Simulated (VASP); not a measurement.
# W in VASP: notebook, part 2 of 2

VASP 6.6.1. The steps go on from the part before.

### 3 Relaxation of the atoms, PBE

Input file INCAR:

```
ALGO = Normal
DIPOL = 0.5 0.5 0.500
EDIFF = 1E-6
EDIFFG = -0.02
ENCUT = 520
GGA = PE
IBRION = 2
IDIPOL = 3
ISIF = 2
ISMEAR = 1
KPAR = 4
LASPH = T
LCHARG = F
LDIPOL = T
LREAL = F
LWAVE = F
NELM = 80
NSW = 80
PREC = Accurate
SIGMA = 0.1
```

Input file KPOINTS:

```
k-points
0
Gamma
  15 15 1
```

Input file POSCAR:

```
W
1.0
    2.7579548900      0.0000000000      0.0000000000
   -0.9193183000      2.6002248100      0.0000000000
    0.0000000000      0.0000000000     26.2593037000
W
6
Direct
    0.5000000000      0.5000000000      0.2856130600
    0.0000000000      0.0000000000      0.3713678300
    0.5000000000      0.5000000000      0.4571226100
    0.0000000000      0.0000000000      0.5428773900
    0.5000000000      0.5000000000      0.6286321700
    0.0000000000      0.0000000000      0.7143869400
```

Potentials or basis: VASP PAW PBE potentials, release 64 (W_sv).

On the command line:

```
$ cat potpaw_PBE.64/W_sv/POTCAR > POTCAR
$ mpirun -np 4 vasp_std > vasp.out
```

OUTCAR:

```text
EDIFF = 1E-6
   EDIFFG = -0.02
   ENCUT = 520
   GGA = PE
   IBRION = 2
   ISIF = 2
   ISMEAR = 1
   LASPH = T
   LREAL = F
   NELM = 80
   NSW = 80
   PREC = Accurate

 ion  position               nearest neighbor table
   1  0.500  0.500  0.286-   2 2.76   2 2.76   2 3.18   2 3.18
   2  0.000  0.000  0.371-   1 2.76   1 2.76   3 2.76   3 2.76   1 3.18   1 3.18   3 3.18   3 3.18

   3  0.500  0.500  0.457-   2 2.76   4 2.76   2 2.76   4 2.76   2 3.18   4 3.18   2 3.18   4 3.18

   4  0.000  0.000  0.543-   3 2.76   5 2.76   3 2.76   5 2.76   3 3.18   5 3.18   3 3.18   5 3.18

   5  0.500  0.500  0.629-   6 2.76   6 2.76   4 2.76   4 2.76   6 3.18   6 3.18   4 3.18   4 3.18

   6  0.000  0.000  0.714-   5 2.76   5 2.76   5 3.18   5 3.18

  LATTYP: Found a base centered orthorhombic cell.
 ALAT       =     3.1846119972
 B/A-ratio  =     1.4142135635
 C/A-ratio  =     8.2456838457

  Lattice vectors:

 A1 = (   2.7579548900,   0.0000000000,   0.0000000000)
 A2 = (  -0.9193183000,   2.6002248100,   0.0000000000)
 A3 = (   0.0000000000,   0.0000000000,  26.2593037000)

Analysis of symmetry for initial positions (statically):
=====================================================================
 Subroutine PRICEL returns:
[... 307 lines left out ...]

 number of electron      83.9999998 magnetization

------------------------ aborting loop because EDIFF is reached ----------------------------------------
[... 75 lines left out ...]
--------------------------------------- Ionic step       12  -------------------------------------------

 number of electron      83.9999995 magnetization

 dipolmoment           0.000000      0.000000     -0.000000 electrons x Angstroem

 Free energy of the ion-electron system (eV)
  ---------------------------------------------------
  ext. energy  EPLUGINS =         0.00000000
  ---------------------------------------------------
  free energy    TOTEN  =       -74.78487935 eV

  energy without entropy =      -74.78306043  energy(sigma->0) =      -74.78427304

 E-fermi :   3.5104     XC(G=0):  -7.7365

 val. band max:        3.5100671759   @ k =  -0.2667   0.1333   0.0000
 cond. band min:       3.5107333787   @ k =  -0.4667   0.0667   0.0000
 fundamental gap:      0.0006662028
 Fermi energy:         3.5104227948

 k-point     1 :       0.0000    0.0000    0.0000
  band No.  band energies     occupation
      1     -70.7266      2.00000
      2     -70.7035      2.00000
      3     -70.6665      2.00000
      4     -70.6279      2.00000
      5     -70.5291      2.00000
      6     -70.5288      2.00000
[... 1261 lines left out ...]
     49       5.8828      0.00000
     50       6.1542      0.00000

 [... further k-points ...]

------------------------ aborting loop because EDIFF is reached ----------------------------------------

 vacuum level on the upper side and lower side of the slab       (xc-potential included)        -0.051        -0.051

  FORCE on cell =-STRESS in cart. coord.  units (eV):
  Direction    XX          YY          ZZ          XY          YZ          ZX
  --------------------------------------------------------------------------------------
  -------------------------------------------------------------------------------------
  Total       -2.9807537     -3.4836833     -0.0619989     -0.7112498      0.0000000      0.0000000
  in kB      -25.3603601    -29.6393028     -0.5274889     -6.0513386      0.0000000      0.0000000
  external PRESSURE =     -18.5090506 kB  Pullay stress =       0.0000000 kB
[... 21 lines left out ...]
  FREE ENERGIE OF THE ION-ELECTRON SYSTEM (eV)
  ---------------------------------------------------
  free  energy   TOTEN  =       -74.7848793471 eV

  energy  without entropy=      -74.7830604311  energy(sigma->0) =      -74.78427304

 reached required accuracy - stopping structural energy minimisation

 vacuum level on the upper side and lower side of the slab         8.214         8.214
```

CONTCAR:

```text
W
   1.00000000000000
     2.7579548900000002    0.0000000000000000    0.0000000000000000
    -0.9193183000000000    2.6002248099999998    0.0000000000000000
     0.0000000000000000    0.0000000000000000   26.2593037000000002
  W
     6
Direct
     0.5000000000000000    0.5000000000000000    0.2886409088708342
     1.0000000000000000    0.0000000000000000    0.3712323938819769
     0.5000000000000000    0.5000000000000000    0.4571460483638722
     1.0000000000000000    0.0000000000000000    0.5428539516361278
     0.5000000000000000    0.5000000000000000    0.6287676061180233
     0.0000000000000000    0.0000000000000000    0.7113590911291658

  0.00000000E+00  0.00000000E+00  0.00000000E+00
  0.00000000E+00  0.00000000E+00  0.00000000E+00
  0.00000000E+00  0.00000000E+00  0.00000000E+00
  0.00000000E+00  0.00000000E+00  0.00000000E+00
  0.00000000E+00  0.00000000E+00  0.00000000E+00
  0.00000000E+00  0.00000000E+00  0.00000000E+00
```

Run time: 20 min. Hardware: 4 MPI ranks of Intel Xeon Platinum 8488C (Sapphire Rapids), shared host; peak memory 0.62 GiB.

Results:

| Item | Value |
| --- | --- |
| Free energy | -74.7849 eV |
| Energy gained by relaxing | 9.7 meV/atom |
| Ionic steps | 12 |
| Largest force after relaxing | 0.014 eV/Å |
| Band gap on the k mesh | none (metal or under the smearing width) |

Forces on the atoms (eV/Å):
```
W    0.000  0.000 -0.009
W    0.000  0.000  0.008
W    0.000  0.000  0.014
W    0.000  0.000 -0.014
W    0.000  0.000 -0.008
W    0.000  0.000  0.009
```

The path:
```
step  energy change (eV)  largest force (eV/Å)  pressure (GPa)
   1              0.0000                0.6778           -3.77
   2             -0.0470                0.2382           -2.93
   3             -0.0471                0.2503           -2.88
   4             -0.0522                0.0935           -2.65
   5             -0.0522                0.0919           -2.63
   6             -0.0539                0.0713           -2.53
   7             -0.0570                0.0591           -2.21
   8             -0.0547                0.1943           -1.54
   9             -0.0575                0.0685           -2.02
  10             -0.0572                0.1134           -1.74
  11             -0.0579                0.0232           -1.90
  12             -0.0579                0.0136           -1.85
```

Final structure:
```cif
data_structure
_symmetry_space_group_name_H-M 'P 1'
_symmetry_Int_Tables_number 1
_cell_length_a 2.7580
_cell_length_b 2.7580
_cell_length_c 26.2593
_cell_angle_alpha 90.000
_cell_angle_beta 90.000
_cell_angle_gamma 109.471
_cell_volume 188.31
loop_
_atom_site_label
_atom_site_type_symbol
_atom_site_fract_x
_atom_site_fract_y
_atom_site_fract_z
_atom_site_occupancy
W1 W 0.50000 0.50000 0.28864 1
W2 W 0.00000 0.00000 0.37123 1
W3 W 0.50000 0.50000 0.45715 1
W4 W 0.00000 0.00000 0.54285 1
W5 W 0.50000 0.50000 0.62877 1
W6 W 0.00000 0.00000 0.71136 1
```

Levels at points of the mesh, in eV from the Fermi level:
```tsv
k point	band 39	band 40	band 41	band 42	band 43	band 44	band 45	band 46
(0.00, 0.00, 0.00)	-1.19	-1.17	-1.13	-1.05	-0.40	0.07	0.65	0.86
```

Spin-orbit coupling is left out, which matters for the levels of W.

### 4 Single point, PBE

Input file INCAR:

```
SYSTEM = W
ALGO     = Fast           ! electronic algorithm
DIPOL    = 0.5 0.5 0.500
EDIFF    = 1E-7           ! SCF threshold, eV
ENCUT    = 520            ! plane-wave cutoff, eV
GGA      = PE             ! functional
ICORELEVEL= 1            
IDIPOL   = 3            
ISIF     = 2              ! what is computed and relaxed
ISMEAR   = 1              ! smearing method
KPAR     = 4            
LASPH    = .TRUE.         ! aspherical terms in the spheres
LCHARG   = .FALSE.        ! write CHGCAR
LDIPOL   = .TRUE.       
LREAL    = .FALSE.        ! projectors in reciprocal space
LVACPOTAV= .TRUE.       
LVHAR    = .TRUE.       
LWAVE    = .FALSE.        ! write WAVECAR
NELM     = 80             ! most SCF steps
PREC     = Accurate       ! precision mode
SIGMA    = 0.1            ! smearing width, eV
```

Input file KPOINTS:

```
k-points
0
G
  15 15 1
  0 0 0
```

Input file POSCAR:

```
W                                       
1.0
    2.7579548900      0.0000000000      0.0000000000
   -0.9193183000      2.6002248100      0.0000000000
    0.0000000000      0.0000000000     26.2593037000
  W             
     6
Direct
     0.5000000000000000    0.5000000000000000    0.2886409088708342
     1.0000000000000000    0.0000000000000000    0.3712323938819769
     0.5000000000000000    0.5000000000000000    0.4571460483638722
     1.0000000000000000    0.0000000000000000    0.5428539516361278
     0.5000000000000000    0.5000000000000000    0.6287676061180233
     0.0000000000000000    0.0000000000000000    0.7113590911291658
```

On the command line:

```
$ cat potpaw_PBE.64/W_sv/POTCAR > POTCAR
$ mpirun -np 4 vasp_std > vasp.out
```

Run time: 7.1 min. Hardware: 4 MPI ranks of Intel Xeon Platinum 8488C (Sapphire Rapids), shared host; peak memory 0.62 GiB.

It converged, with:

| Property | Result |
| --- | --- |
| Free energy | -74.7849 eV |
| Largest force | 0.013 eV/Å |
| Band gap on the k mesh | none (metal or under the smearing width) |
| Work function of the upper face | 4.77 eV |
| Work function of the lower face | 4.77 eV |

Forces on the atoms (eV/Å):
```
W    0.000  0.000 -0.008
W    0.000  0.000  0.008
W    0.000  0.000  0.013
W    0.000  0.000 -0.013
W    0.000  0.000 -0.008
W    0.000  0.000  0.008
```

Levels at points of the mesh, in eV from the Fermi level:
```
           k point  band 39  band 40  band 41  band 42  band 43  band 44  band 45  band 46
(0.00, 0.00, 0.00)    -1.19    -1.17    -1.13    -1.05    -0.40     0.07     0.65     0.86
```

Core levels (eV, on the scale of the bands):
```
atom                                                                                                                levels
 1 W  1s -69459.7, 2s -11980.2, 2p -10473.8, 3s -2752.8, 3p -2306.9, 3d -1794.9, 4s -561.2, 4p -415.0, 4d -229.9, 4f -24.8
 2 W  1s -69459.6, 2s -11980.2, 2p -10473.8, 3s -2752.8, 3p -2306.9, 3d -1794.9, 4s -561.3, 4p -415.1, 4d -230.0, 4f -24.9
 3 W  1s -69459.7, 2s -11980.2, 2p -10473.8, 3s -2752.8, 3p -2307.0, 3d -1794.9, 4s -561.3, 4p -415.1, 4d -230.0, 4f -24.9
 4 W  1s -69459.7, 2s -11980.2, 2p -10473.8, 3s -2752.8, 3p -2307.0, 3d -1794.9, 4s -561.3, 4p -415.1, 4d -230.0, 4f -24.9
 5 W  1s -69459.6, 2s -11980.2, 2p -10473.8, 3s -2752.8, 3p -2306.9, 3d -1794.9, 4s -561.3, 4p -415.1, 4d -230.0, 4f -24.9
 6 W  1s -69459.7, 2s -11980.2, 2p -10473.8, 3s -2752.8, 3p -2306.9, 3d -1794.9, 4s -561.2, 4p -415.0, 4d -229.9, 4f -24.8
```

The run has no spin-orbit coupling, so splittings on W are missing.
